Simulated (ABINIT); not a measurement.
# HfO2 (Pnma) in ABINIT: reference runs

Reference runs on HfO2: the cell as given.

All numbers are computed with ABINIT 10.8.3 (patched build); they aren't measurements. Logs are shortened: lines on timing, memory, paths and dates and some standing lists are left out, and cuts for length are marked. The log counts tension as positive stress, the text compression.

### 1 Starting point

Symmetry: Pnma, No. 62, orthorhombic system. Conventional cell: a = 5.556 Å, b = 3.334 Å, c = 6.505 Å, α = 90.00°, β = 90.00°, γ = 90.00°. Around Hf (site symmetry m) lie 7 O at 2.14 to 2.27 Å. O (site symmetry m) is surrounded by 4 Hf at 2.14 to 2.17 Å. O (site symmetry m) has 3 Hf at 2.16 to 2.27 Å as nearest neighbours.

Measurements of this composition are mostly on another form, of space group No. 14.

### 2 Single point, PBE

File run.abi:

```
# Pseudopotentials
pp_dirpath "./"
pseudos "Hf.GGA_PBE-JTH.xml, O.GGA_PBE-JTH.xml"

# Structure
acell 5.556395 3.333597 6.504995 Angstrom
rprim
     1.0000000000     0.0000000000     0.0000000000
     0.0000000000     1.0000000000     0.0000000000
     0.0000000000     0.0000000000     1.0000000000
ntypat 2
znucl 72 8
natom 12
typat 1 1 1 1 2 2 2 2 2 2 2 2
xcart
     7.8612095073     4.7246890049     7.4723509142
     2.6388552830     1.5748963350     4.8203080779
     2.6111771122     4.7246890049    10.9666375739
     7.8888876781     1.5748963350     1.3260214181
     6.7147809333     1.5748963350     5.2047118172
     3.7852838569     4.7246890049     7.0879471748
     1.4647485382     1.5748963350     0.9416176788
     9.0353162521     4.7246890049    11.3510413133
     5.4683707424     1.5748963350    10.3436947868
     5.0316940479     4.7246890049     1.9489642052
     0.2183383472     1.5748963350     8.0952937012
    10.2817264430     4.7246890049     4.1973652908
chkprim 0
chksymtnons 0
tolsym 1.0e-6

# Plane-wave basis
ecut 23.0
pawecutdg 45.0
pawxcdev 0

# k points
kptopt 1
ngkpt 5 8 4
nshiftk 1
shiftk 0.0 0.0 0.0

# Exchange and correlation
ixc 11

# Bands and occupations
nband 58
occopt 3
tsmear 0.05 eV

# SCF cycle
nstep 100
tolvrs 1.0e-9

# Output
iomode 3
prtwf 0
prtden 0
prteig 0
prtebands 0
enunit 1
prtvol 2
```

Potentials or basis: JTH PAW PBE v2.0.

Started as:

```
> abinit run.abi > log 2>&1
```

run.abo:

```text
.Version 10.8.3 of ABINIT
 Symmetries : space group Pn m a (# 62); Bravais oP (primitive ortho.)
================================================================================
 Values of the parameters that define the memory need of the present run
     intxc =       0    ionmov =       0      iscf =      17    lmnmax =      18
     lnmax =       6     mgfft =      54  mpssoang =       3    mqgrid =    3713
     natom =      12  nloc_mem =       2    nspden =       1   nspinor =       1
    nsppol =       1      nsym =       8    n1xccc =       1    ntypat =       2
    occopt =       3   xclevel =       2
       mpw =        4308          nfft =       77760          nkpt =          45
 PAW method is used; the additional fine FFT grid is defined by:
   mgfftf=        80    nfftf =    204800
================================================================================
================================================================================

--------------------------------------------------------------------------------
------------- Echo of variables that govern the present computation ------------
--------------------------------------------------------------------------------
 -outvars: echo values of preprocessed input variables --------
            acell      1.0500064797E+01  6.2995853441E+00  1.2292659000E+01 Bohr
              amu      1.78490000E+02  1.59994000E+01
          chkprim           0
      chksymtnons           0
             ecut      2.30000000E+01 Hartree
           enunit           1
              ixc          11
         kptrlatt        5    0    0      0    8    0      0    0    4
          kptrlen      4.91706360E+01
            natom          12
            nband          58
            ngfft          48      30      54
          ngfftdg          64      40      80
             nkpt          45
            nstep         100
             nsym           8
           ntypat           2
           occopt           3
        pawecutdg      4.50000000E+01 Hartree
         pawxcdev           0
           prtden           0
        prtebands           0
           prteig           0
           prtvol           2
            prtwf           0
          spgroup          62
           tolsym      1.00000000E-06
           tolvrs      1.00000000E-09
           tsmear      1.83746611E-03 Hartree
            typat      1  1  1  1  2  2  2  2  2  2  2  2
           useylm           1
           xangst      4.1599729195E+00  2.5001977489E+00  3.9541978141E+00
                       1.3964220767E+00  8.3339924888E-01  2.5507971815E+00
                       1.3817754195E+00  2.5001977489E+00  5.8032946815E+00
                       4.1746195767E+00  8.3339924888E-01  7.0170031407E-01
                       3.5533090447E+00  8.3339924888E-01  2.7542148800E+00
                       2.0030859516E+00  2.5001977489E+00  3.7507801156E+00
                       7.7511154466E-01  8.3339924888E-01  4.9828261556E-01
                       4.7812834516E+00  2.5001977489E+00  6.0067123800E+00
                       2.8937371766E+00  8.3339924888E-01  5.4736475551E+00
                       2.6626578196E+00  2.5001977489E+00  1.0313474405E+00
                       1.1553967662E-01  8.3339924888E-01  4.2838449405E+00
                       5.4408553196E+00  2.5001977489E+00  2.2211500551E+00
            xcart      7.8612095091E+00  4.7246890060E+00  7.4723509162E+00
                       2.6388552812E+00  1.5748963339E+00  4.8203080758E+00
                       2.6111771104E+00  4.7246890060E+00  1.0966637576E+01
                       7.8888876799E+00  1.5748963339E+00  1.3260214161E+00
                       6.7147809351E+00  1.5748963339E+00  5.2047118152E+00
                       3.7852838552E+00  4.7246890060E+00  7.0879471769E+00
                       1.4647485364E+00  1.5748963339E+00  9.4161767670E-01
                       9.0353162539E+00  4.7246890060E+00  1.1351041315E+01
                       5.4683707442E+00  1.5748963339E+00  1.0343694789E+01
                       5.0316940461E+00  4.7246890060E+00  1.9489642031E+00
                       2.1833834548E-01  1.5748963339E+00  8.0952937033E+00
                       1.0281726445E+01  4.7246890060E+00  4.1973652887E+00
             xred      7.4868199966E-01  7.4999999966E-01  6.0787099976E-01
                       2.5131799966E-01  2.4999999966E-01  3.9212899956E-01
                       2.4868199966E-01  7.4999999966E-01  8.9212899956E-01
                       7.5131799966E-01  2.4999999966E-01  1.0787099976E-01
                       6.3949899974E-01  2.4999999966E-01  4.2339999954E-01
                       3.6050099959E-01  7.4999999966E-01  5.7659999978E-01
                       1.3949899974E-01  2.4999999966E-01  7.6599999778E-02
                       8.6050099959E-01  7.4999999966E-01  9.2339999954E-01
                       5.2079399982E-01  2.4999999966E-01  8.4145299960E-01
[... 655 lines left out ...]
 kpt#   2, nband= 58, wtk=  0.01250, kpt=  0.2000  0.0000  0.0000 (reduced coord)
 -60.67942  -60.66338  -60.66307  -60.66107  -29.65956  -29.60807  -29.54072  -29.31857
 -29.26141  -29.24872  -29.23193  -29.17684  -29.17051  -29.16788  -29.15779  -29.14331
 -18.43227  -17.11699  -16.81116  -16.38337  -16.17330  -16.17089  -15.95001  -15.79714
  -5.07262   -4.77783   -4.64647   -4.48640   -4.19379   -3.99181   -3.91169   -3.73523
  -3.22560   -3.03519   -3.02538   -2.84256   -2.68769   -2.11811   -1.82512   -1.72999
  -1.54513   -1.31656   -1.28597   -0.59614   -0.47460   -0.46072    0.02760    0.14900
   3.85457    4.61644    5.06660    5.25220    5.82645    6.08434    6.10028    6.50548
[... 373 lines left out ...]
 -16.90764  -16.90764  -16.70561  -16.70561  -16.20806  -16.20806  -16.20742  -16.20742
  -5.22447   -5.22447   -4.68126   -4.68126   -4.26902   -4.26902   -4.22720   -4.22720
  -3.28843   -3.28843   -2.15769   -2.15769   -2.04460   -2.04460   -1.73116   -1.73116
  -1.27331   -1.27331   -0.92042   -0.92042   -0.62912   -0.62912   -0.61731   -0.61731
   5.39769    5.39769    6.23716    6.23716    6.64382    6.64383    6.77438    6.77450
   7.10370    7.10910
 kpt#  45, nband= 58, wtk=  0.01250, kpt=  0.4000  0.5000  0.5000 (reduced coord)
 -60.65693  -60.65693  -60.65358  -60.65358  -29.67179  -29.67179  -29.62960  -29.62960
 -29.31786  -29.31786  -29.31540  -29.31540  -29.22734  -29.22734  -29.19894  -29.19894
 -16.84744  -16.84744  -16.77026  -16.77026  -16.18983  -16.18983  -16.18936  -16.18936
  -5.27541   -5.27541   -5.10563   -5.10563   -4.31399   -4.31399   -4.23701   -4.23701
  -3.20711   -3.20711   -2.70681   -2.70681   -1.45620   -1.45620   -1.40835   -1.40835
  -1.10961   -1.10961   -1.01528   -1.01528   -0.58520   -0.58520   -0.51154   -0.51154
   5.75487    5.75487    6.22807    6.22807    6.39321    6.39321    6.57262    6.57262
   7.42437    7.43028
 Total charge density [el/Bohr^3]
)     Maximum=    1.0627E+00  at reduced coord.    0.1406    0.2500    0.0750
)Next maximum=    1.0627E+00  at reduced coord.    0.3594    0.7500    0.5750
)     Minimum=    9.9770E-03  at reduced coord.    0.6406    0.7500    0.3625
)Next minimum=    9.9770E-03  at reduced coord.    0.8594    0.2500    0.8625
   Integrated=    9.6000E+01

--- !EnergyTerms
iteration_state     : {dtset: 1, }
comment             : Components of total free energy in Hartree
kinetic             :  8.23073328492842E+01
hartree             :  4.40379796678820E+01
xc                  : -6.00545558713260E+01
Ewald energy        : -2.85010634830994E+02
psp_core            :  4.81764464610156E+01
local_psp           : -8.93218699865089E+01
PAW spherical_terms : -7.03504207584236E+01
internal            : -3.30215722469070E+02
'-kT*entropy'       : -4.08743096577531E-14
total_energy        : -3.30215722469071E+02
total_energy_eV     : -8.98562756860155E+03
...

--- !EnergyTermsDC
iteration_state     : {dtset: 1, }
comment             : '"Double-counting" decomposition of free energy'
band_energy         : -5.79786733610056E+01
Ewald energy        : -2.85010634830994E+02
psp_core            :  4.81764464610156E+01
xc_dc               : -5.72492111703610E+01
PAW spherical_terms :  2.18463521867550E+01
internal            : -3.30215720714590E+02
'-kT*entropy'       : -4.08743096577531E-14
total_energy_dc     : -3.30215720714590E+02
total_energy_dc_eV  : -8.98562752085970E+03
...

--- !EnergyTermsWithPAWCore
iteration_state     : {dtset: 1, }
comment             : 'Components of total free energy, including PAW core contributions'
Total energy        : -6.09169152422918E+04
Total energy DC     : -6.09169152405373E+04
Total energy (eV)   : -1.65763370957169E+06
Total energy DC (eV): -1.65763370952395E+06
...

 Cartesian components of stress tensor (hartree/bohr^3)
  sigma(1 1)=  5.67309016E-06  sigma(3 2)=  0.00000000E+00
  sigma(2 2)=  8.28343917E-06  sigma(3 1)=  0.00000000E+00
  sigma(3 3)=  2.44660782E-06  sigma(2 1)=  0.00000000E+00

-Cartesian components of stress tensor (GPa)         [Pressure= -1.6087E-01 GPa]
- sigma(1 1)=  1.66908075E-01  sigma(3 2)=  0.00000000E+00
- sigma(2 2)=  2.43707194E-01  sigma(3 1)=  0.00000000E+00
- sigma(3 3)=  7.19816873E-02  sigma(2 1)=  0.00000000E+00

== END DATASET(S) ==============================================================
================================================================================

 -outvars: echo values of variables after computation  --------
            acell      1.0500064797E+01  6.2995853441E+00  1.2292659000E+01 Bohr
           etotal     -3.3021572071E+02
            fcart      1.4238772211E-04 -6.6786271339E-30  5.1081854400E-05
                      -1.4238772211E-04  1.3357254268E-30 -5.1081854400E-05
                       1.4238772211E-04 -6.6786271339E-30 -5.1081854400E-05
                      -1.4238772211E-04  1.3357254268E-30  5.1081854400E-05
                      -6.4307441176E-05  1.3357254268E-30  1.9858891500E-05
                       6.4307441176E-05  1.3357254268E-30 -1.9858891500E-05
                      -6.4307441176E-05  1.3357254268E-30 -1.9858891500E-05
                       6.4307441176E-05  1.3357254268E-30  1.9858891500E-05
                      -1.0257237059E-04  1.3357254268E-30 -1.8837016127E-04
                       1.0257237059E-04  1.3357254268E-30  1.8837016127E-04
                      -1.0257237059E-04  1.3357254268E-30  1.8837016127E-04
                       1.0257237059E-04  1.3357254268E-30 -1.8837016127E-04
           strten      5.6730901632E-06  8.2834391743E-06  2.4466078231E-06
                       0.0000000000E+00  0.0000000000E+00  0.0000000000E+00
           xangst      4.1599729195E+00  2.5001977489E+00  3.9541978141E+00
                       1.3964220767E+00  8.3339924888E-01  2.5507971815E+00
                       1.3817754195E+00  2.5001977489E+00  5.8032946815E+00
                       4.1746195767E+00  8.3339924888E-01  7.0170031407E-01
                       3.5533090447E+00  8.3339924888E-01  2.7542148800E+00
                       2.0030859516E+00  2.5001977489E+00  3.7507801156E+00
                       7.7511154466E-01  8.3339924888E-01  4.9828261556E-01
                       4.7812834516E+00  2.5001977489E+00  6.0067123800E+00
                       2.8937371766E+00  8.3339924888E-01  5.4736475551E+00
                       2.6626578196E+00  2.5001977489E+00  1.0313474405E+00
                       1.1553967662E-01  8.3339924888E-01  4.2838449405E+00
                       5.4408553196E+00  2.5001977489E+00  2.2211500551E+00
             xred      7.4868199966E-01  7.4999999966E-01  6.0787099976E-01
                       2.5131799966E-01  2.4999999966E-01  3.9212899956E-01
                       2.4868199966E-01  7.4999999966E-01  8.9212899956E-01
                       7.5131799966E-01  2.4999999966E-01  1.0787099976E-01
                       6.3949899974E-01  2.4999999966E-01  4.2339999954E-01
                       3.6050099959E-01  7.4999999966E-01  5.7659999978E-01
                       1.3949899974E-01  2.4999999966E-01  7.6599999778E-02
                       8.6050099959E-01  7.4999999966E-01  9.2339999954E-01
                       5.2079399982E-01  2.4999999966E-01  8.4145299960E-01
                       4.7920599951E-01  7.4999999966E-01  1.5854699972E-01
                       2.0793999818E-02  2.4999999966E-01  6.5854699972E-01
                       9.7920599951E-01  7.4999999966E-01  3.4145299960E-01
 Calculation completed.
```

It took 21 min on 1 thread of Arm Neoverse V1, shared host; peak memory 0.42 GiB.

Results:

* Free energy: -8985.6275 eV
* Pressure: -0.2 GPa
* Largest force: 0.011 eV/Å
* Band gap on the k mesh: 3.42 eV, direct
* Valence electrons inside the program's atomic spheres: Hf 9.44; O 4.66, 4.57

Forces on the atoms (eV/Å):
```
Hf   0.007  0.000  0.003
Hf  -0.007  0.000 -0.003
Hf   0.007  0.000 -0.003
Hf  -0.007  0.000  0.003
O   -0.003  0.000  0.001
O    0.003  0.000 -0.001
O   -0.003  0.000 -0.001
O    0.003  0.000  0.001
O   -0.005  0.000 -0.010
O    0.005  0.000  0.010
O   -0.005  0.000  0.010
O    0.005  0.000 -0.010
```

Caveat: spin-orbit coupling is left out, which moves the levels of the heavy elements; an odd mesh through Γ misses points on the zone boundary, where band edges often lie. A hybrid or GW would open this gap; PBE tends to underestimate it.
